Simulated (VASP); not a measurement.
The system is Zr.

```
Zr
1.0
    -1.76130    1.76130    1.76130
     1.76130   -1.76130    1.76130
     1.76130    1.76130   -1.76130
Zr
1
Direct
  0.00000 0.00000 0.00000
```

This isn't the form of Zr at room conditions, which is hcp.

Base run:

* Program: VASP 6.6.1
* Functional: r2SCAN
* Potentials or basis: VASP PAW PBE potentials, release 64 (Zr_sv)
* Cutoff: 520 eV
* k mesh: 16 × 16 × 16
* Occupations: gaussian, width 0.1 eV
* Spin: no spin polarisation

Its results: band gap on the k mesh none (metal or under the smearing width); pressure 4.9 GPa.

Question: The run is repeated on the same cell with these changes: functional from r2SCAN to PBEsol; k mesh from 16 × 16 × 16 to 26 × 26 × 26. What comes out?

Answer: Band gap on the k mesh none (metal or under the smearing width); pressure -0.2 GPa.

Several settings changed at once, so the effect can't be laid on one alone.

Caveats: the PAW data sets were made with another functional, which shifts forces and pressure a little.
